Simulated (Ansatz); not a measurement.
**Spinel MgAl2O4**

Level of theory: PBE0 (Ansatz, a first-principles code, PAW).

Settings: plane-wave cutoff 460 eV, 6×6×6 k mesh, Fermi–Dirac smearing 0.01 eV, scalar-relativistic PAW data made under PBE.

Cell: measured lattice: a = 8.083 Å, b = 8.083 Å, c = 8.083 Å, α = 90.00°, β = 90.00°, γ = 90.00°.

```yaml
band_gap: 7.95 eV
smallest_direct_gap_on_the_k_points_sampled: 7.96 eV
```

Measured, for comparison: band gap 7.8 eV (temperature not stated, not corrected to a static lattice; as tabulated in Neo et al. (2023), doi:10.1002/gch2.202200236).

Note: cell and atoms aren't relaxed at this level (largest force component 0.38 eV/Å, pressure -1.4 GPa).

Static lattice: no zero-point or thermal effects.
